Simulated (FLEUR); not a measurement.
# TePb (Fm-3m) in FLEUR: settings compared, part 2 of 2

FLEUR MaX-R8.1 (patched build s14). Earlier steps stand in the parts before.

### 3 Band structure, PBE, spin-orbit coupling, no magnetisation

Changes to inp.xml since step 2:

```diff
@@ -6,3 +6,3 @@
    <calculationSetup>
-      <cutoffs Kmax="3.8" Gmax="11.8" GmaxXC="11.8" numbands="0"/>
+      <cutoffs Kmax="3.8" Gmax="11.8" GmaxXC="11.8" numbands="all"/>
       <scfLoop itmax="60" minDistance="0.00001" maxIterBroyd="15" imix="Anderson" alpha="0.05" precondParam="0.0" spinf="2.0"/>
@@ -11,3 +11,3 @@
       <magnetism jspins="1"/>
-      <soc l_soc="F" theta="0.0" phi="0.0" spav="F"/>
+      <soc l_soc="T" theta="0.0" phi="0.0" spav="F"/>
       <expertModes spex="0" secvar="F"/>
```

File crystal.txt:

```
TePb
&input cartesian=F /
0.0000000000  3.2310000000  3.2310000000
3.2310000000  0.0000000000  3.2310000000
3.2310000000  3.2310000000  0.0000000000
1.8897261246
1.0 1.0 1.0

2
82 0.0000000000  0.0000000000  0.0000000000
52 0.5000000000  0.5000000000  0.5000000000

&soc 0.0 0.0 /
&kpt div1=5 div2=5 div3=5 gamma=T /
```

Changes to inp.xml (bands) since step 2:

```diff
@@ -6,3 +6,3 @@
    <calculationSetup>
-      <cutoffs Kmax="3.8" Gmax="11.8" GmaxXC="11.8" numbands="0"/>
+      <cutoffs Kmax="3.8" Gmax="11.8" GmaxXC="11.8" numbands="all"/>
       <scfLoop itmax="60" minDistance="0.00001" maxIterBroyd="15" imix="Anderson" alpha="0.05" precondParam="0.0" spinf="2.0"/>
@@ -11,3 +11,3 @@
       <magnetism jspins="1"/>
-      <soc l_soc="F" theta="0.0" phi="0.0" spav="F"/>
+      <soc l_soc="T" theta="0.0" phi="0.0" spav="F"/>
       <expertModes spex="0" secvar="F"/>
```

Potentials or basis: all-electron, FLAPW.

Launch:

```bash
inpgen -f crystal.txt -profile fastHighL
# inp.xml edited to the form shown
fleur
fleur   # second run, on inp.xml (bands)
```

Standard output:

```text
Welcome to FLEUR        (www.flapw.de)
      MaX-Release 8.1          (www.max-centre.eu)

 ========== k-point set info ==========
 Selected k-point list: default-1
 k-point list type: mesh
 5 x 5 x 5
 Number of k points: 21

 ------------Calculation Setup---------------------------
 Number of OMP-threads    :            1
 Number of basis functions:          516
 Approximate size of matrices (H+S) per k-point:         0.004 GB
 --------------------------------------------------------
 Iteration:     1   Distance:       8.36869926 me/bohr^3
 Iteration:     2   Distance:       7.82507110 me/bohr^3
 Iteration:     3   Distance:       3.27817633 me/bohr^3
 Iteration:     4   Distance:       0.92947939 me/bohr^3
 Iteration:     5   Distance:       0.67309204 me/bohr^3
 Iteration:     6   Distance:       0.06303094 me/bohr^3
 Iteration:     7   Distance:       0.05256160 me/bohr^3
 Iteration:     8   Distance:       0.01319611 me/bohr^3
 Iteration:     9   Distance:       0.00491561 me/bohr^3
 Iteration:    10   Distance:       0.00098813 me/bohr^3
 Iteration:    11   Distance:       0.00082681 me/bohr^3
 Iteration:    12   Distance:       0.00013076 me/bohr^3
 Iteration:    13   Distance:       0.00010255 me/bohr^3
 Iteration:    14   Distance:       0.00000832 me/bohr^3

 ********************************************************************
 Run finished successfully
 Stop message:
   all done
 ********************************************************************
```

output (bands):

```text
Welcome to FLEUR        (www.flapw.de)
      MaX-Release 8.1          (www.max-centre.eu)

 ========== k-point set info ==========
 Selected k-point list: path-1
 k-point list type: path
 Number of k points: 60

 ------------Calculation Setup---------------------------
 Number of OMP-threads    :            1
 Number of basis functions:          528
 Approximate size of matrices (H+S) per k-point:         0.004 GB
 --------------------------------------------------------
 Fermi energy correction for metals:
 Fermi energy in bands.* files may not be consistent with last density.
 Please correct it manually (e.g. in band.gnu file).

 Note: Band structure data (together with different weights) is also stored in the banddos.hdf file.
       A convenient way of extracting and plotting the data from that file is by making use of the

 ********************************************************************
 Run finished successfully
 Stop message:
   Charge density postprocessing done.
 ********************************************************************
```

out.xml (last iteration):

```text
<iteration numberForCurrentRun="   14" overallNumber="   14">
         <energyParameters units="Htr">
            <atomicEP atomType="1" spin="1" branch="6s" branchLowest="-4.91" branchHighest="0.54" value="-0.0882117482"/>
            <atomicEP atomType="1" spin="1" branch="6p" branchLowest="-2.76" branchHighest="1.37" value="0.1959847565"/>
            <atomicEP atomType="1" spin="1" branch="5d" branchLowest="-14.36" branchHighest="-0.33" value="-0.3584560684"/>
            <atomicEP atomType="1" spin="1" branch="5f" branchLowest="-4.50" branchHighest="1.83" value="0.5361092751"/>
            <loAtomicEP atomType="1" spin="1" branch="5p" branchLowest="-23.29" branchHighest="-2.76" value="-2.7644277719"/>
            <loAtomicEP atomType="1" spin="1" branch="5p" branchLowest="-23.29" branchHighest="-2.76" value="-2.7644277719"/>
            <loAtomicEP atomType="1" spin="1" branch="6s" branchLowest="-4.91" branchHighest="0.54" value="-0.0882117482"/>
            <loAtomicEP atomType="1" spin="1" branch="5d" branchLowest="-14.36" branchHighest="-0.33" value="-0.3963618309"/>
            <loAtomicEP atomType="1" spin="1" branch="5f" branchLowest="-4.50" branchHighest="1.83" value="0.5360870920"/>
[... 184 lines left out ...]
            <FockExchangeEnergyCore value="0.0000000000"/>
            <atomTypeDependentContributions atomType="1">
               <electronNucleiInteractionDifferentMTs value="26464.3124155542"/>
               <MadelungTerm value="-39.2763751353"/>
            </atomTypeDependentContributions>
            <atomTypeDependentContributions atomType="2">
               <electronNucleiInteractionDifferentMTs value="8241.5897871354"/>
               <MadelungTerm value="-23.9951657396"/>
            </atomTypeDependentContributions>
            <tkbTimesEntropy value="0.0000101222"/>
            <freeEnergy value="-27725.2459044210"/>
            <extrapolationTo0K value="-27725.2458993600"/>
         </totalEnergy>
         <densityConvergence units="me/bohr^3">
            <chargeDensity spin="1" distance="0.0000083172"/>
         </densityConvergence>
      </iteration>
```

Wall time 8.8 min (1 thread of Intel Xeon Platinum 8259CL at 2.50GHz (Skylake/Cascade Lake), shared host); peak memory 0.16 GiB.

Results:

```
Free energy                                           : -754442.3751 eV
Band gap along the path                               : 0.16 eV, direct
Valence electrons inside the program's atomic spheres : Pb 17.95; Te 20.14 (radii Pb 2.66, Te 2.66 bohr)
```

Levels at the corners of the path, in eV from the Fermi level:
| point | band 40 | band 41 | band 42 | band 43 | band 44 | band 45 |
| --- | --- | --- | --- | --- | --- | --- |
| Γ | -1.25 | -1.25 | -1.25 | 2.66 | 2.66 | 4.48 |
| X | -3.37 | -2.74 | -2.74 | 3.06 | 3.06 | 4.53 |
| W | -4.04 | -0.60 | -0.60 | 1.39 | 1.39 | 4.95 |
| K | -2.75 | -2.13 | -2.13 | 2.97 | 2.97 | 3.85 |
| Γ | -1.25 | -1.25 | -1.25 | 2.66 | 2.66 | 4.48 |
| L | -0.90 | -0.16 | -0.16 | -0.01 | -0.01 | 1.07 |
| U | -2.75 | -2.13 | -2.13 | 2.97 | 2.97 | 3.85 |
| W | -4.04 | -0.60 | -0.60 | 1.39 | 1.39 | 4.95 |
| L | -0.90 | -0.16 | -0.16 | -0.01 | -0.01 | 1.07 |
| K | -2.75 | -2.13 | -2.13 | 2.97 | 2.97 | 3.85 |
| U | -2.75 | -2.13 | -2.13 | 2.97 | 2.97 | 3.85 |
| X | -3.37 | -2.74 | -2.74 | 3.06 | 3.06 | 4.53 |

Core levels (eV from the Fermi level):
```
atom                                                                                                                                                                                                                                                     levels
1 Pb  1s1/2 -87979.1, 2s1/2 -15719.1, 2p1/2 -15093.2, 2p3/2 -12903.2, 3s1/2 -3770.1, 3p1/2 -3488.2, 3p3/2 -2999.5, 4s1/2 -850.7, 3d3/2 -2537.0, 3d5/2 -2433.1, 4p1/2 -728.7, 4p3/2 -609.1, 4d3/2 -410.7, 4d5/2 -388.4, 4f5/2 -131.6, 4f7/2 -126.5, 5s1/2 -139.7
2 Te                                                                                                            1s1/2 -31602.5, 2s1/2 -4840.5, 2p1/2 -4534.8, 2p3/2 -4260.2, 3s1/2 -959.3, 3p1/2 -833.6, 3p3/2 -782.4, 4s1/2 -159.1, 3d3/2 -560.8, 3d5/2 -550.1
```

Caveat: this odd mesh misses L, where the gap lies, so gap, dielectric constants and Born charges aren't listed.

### 4 Band structure, RPBE

Changes to inp.xml since step 3:

```diff
@@ -6,8 +6,8 @@
    <calculationSetup>
-      <cutoffs Kmax="3.8" Gmax="11.8" GmaxXC="11.8" numbands="all"/>
+      <cutoffs Kmax="3.8" Gmax="11.8" GmaxXC="11.8" numbands="0"/>
       <scfLoop itmax="60" minDistance="0.00001" maxIterBroyd="15" imix="Anderson" alpha="0.05" precondParam="0.0" spinf="2.0"/>
       <coreElectrons ctail="T" frcor="F" kcrel="0" coretail_lmax="0"/>
-      <xcFunctional name="pbe" relativisticCorrections="F"/>
+      <xcFunctional name="Rpbe" relativisticCorrections="F"/>
       <magnetism jspins="1"/>
-      <soc l_soc="T" theta="0.0" phi="0.0" spav="F"/>
+      <soc l_soc="F" theta="0.0" phi="0.0" spav="F"/>
       <expertModes spex="0" secvar="F"/>
```

crystal.txt: that of step 3 with these lines changed.

```diff
@@ -12,3 +12,2 @@
 
-&soc 0.0 0.0 /
-&kpt div1=5 div2=5 div3=5 gamma=T /
+&kpt div1=7 div2=7 div3=7 gamma=T /
```

Changes to inp.xml (bands) since step 3:

```diff
@@ -6,8 +6,8 @@
    <calculationSetup>
-      <cutoffs Kmax="3.8" Gmax="11.8" GmaxXC="11.8" numbands="all"/>
+      <cutoffs Kmax="3.8" Gmax="11.8" GmaxXC="11.8" numbands="0"/>
       <scfLoop itmax="60" minDistance="0.00001" maxIterBroyd="15" imix="Anderson" alpha="0.05" precondParam="0.0" spinf="2.0"/>
       <coreElectrons ctail="T" frcor="F" kcrel="0" coretail_lmax="0"/>
-      <xcFunctional name="pbe" relativisticCorrections="F"/>
+      <xcFunctional name="Rpbe" relativisticCorrections="F"/>
       <magnetism jspins="1"/>
-      <soc l_soc="T" theta="0.0" phi="0.0" spav="F"/>
+      <soc l_soc="F" theta="0.0" phi="0.0" spav="F"/>
       <expertModes spex="0" secvar="F"/>
```

Launch:

```bash
inpgen -f crystal.txt -profile fastHighL
# inp.xml edited to the form shown
fleur
fleur   # second run, on inp.xml (bands)
```

Run time: 51 s. Hardware: 1 thread of Intel Xeon Platinum 8259CL at 2.50GHz (Skylake/Cascade Lake), shared host; peak memory 0.06 GiB.

The run converged. Its results:

| Item | Value |
| --- | --- |
| Free energy | -754463.7879 eV |
| Band gap along the path | 0.88 eV, direct |
| Valence electrons inside the program's atomic spheres | Pb 17.92; Te 20.17 (radii Pb 2.66, Te 2.66 bohr) |

Levels at the corners of the path, in eV from the Fermi level:
```tsv
point	band 18	band 19	band 20	band 21	band 22	band 23	band 24	band 25
Γ	-5.39	-1.33	-1.33	-1.33	4.24	4.24	4.24	5.93
X	-7.12	-4.41	-2.76	-2.76	3.51	5.63	5.63	6.89
W	-7.82	-3.71	-3.71	-0.33	1.83	5.39	5.39	7.02
K	-7.80	-4.03	-2.26	-2.00	3.73	3.89	5.33	6.11
Γ	-5.39	-1.33	-1.33	-1.33	4.24	4.24	4.24	5.93
L	-8.44	-0.88	-0.88	0.10	0.97	1.40	1.40	8.69
U	-7.80	-4.03	-2.26	-2.00	3.73	3.89	5.33	6.11
W	-7.82	-3.71	-3.71	-0.33	1.83	5.39	5.39	7.02
L	-8.44	-0.88	-0.88	0.10	0.97	1.40	1.40	8.69
K	-7.80	-4.03	-2.26	-2.00	3.73	3.89	5.33	6.11
U	-7.80	-4.03	-2.26	-2.00	3.73	3.89	5.33	6.11
X	-7.12	-4.41	-2.76	-2.76	3.51	5.63	5.63	6.89
```

Core levels (eV from the Fermi level):
| atom | levels |
| --- | --- |
| 1 Pb | 1s1/2 -87979.3, 2s1/2 -15718.6, 2p1/2 -15089.9, 2p3/2 -12900.6, 3s1/2 -3769.6, 3p1/2 -3486.9, 3p3/2 -2998.3, 4s1/2 -850.6, 3d3/2 -2535.9, 3d5/2 -2431.9, 4p1/2 -728.3, 4p3/2 -608.7, 4d3/2 -410.2, 4d5/2 -387.9, 4f5/2 -130.9, 4f7/2 -125.9, 5s1/2 -139.3 |
| 2 Te | 1s1/2 -31603.0, 2s1/2 -4839.8, 2p1/2 -4532.7, 2p3/2 -4258.3, 3s1/2 -958.6, 3p1/2 -832.6, 3p3/2 -781.4, 4s1/2 -158.8, 3d3/2 -559.7, 3d5/2 -549.0 |

Caveat: this odd mesh misses L, where the gap lies, so gap, dielectric constants and Born charges aren't listed; spin-orbit coupling is left out, which moves the levels of the heavy elements.

### 5 Comparison with measurements

Step 2. Measured gap of TePb: 0.19 eV (direct; 4.2 K; a printed reference work, monograph). This calculation gives 0.73 eV (+0.54 eV). Spin-orbit coupling on Pb, Te is left out. The value is that of PBE, without temperature or zero-point motion.

Step 3. Against the measured gap of TePb, 0.19 eV (direct; 4.2 K; a printed reference work, monograph), the calculated 0.16 eV is off by -0.03 eV. The value is that of PBE, without temperature or zero-point motion. Semilocal functionals fall short of measured gaps as a rule.

Step 4. Measured gap of TePb: 0.19 eV (direct; 4.2 K; a printed reference work, monograph). This calculation gives 0.88 eV (+0.69 eV). Spin-orbit coupling on Pb, Te is left out. The value is that of RPBE, without temperature or zero-point motion.
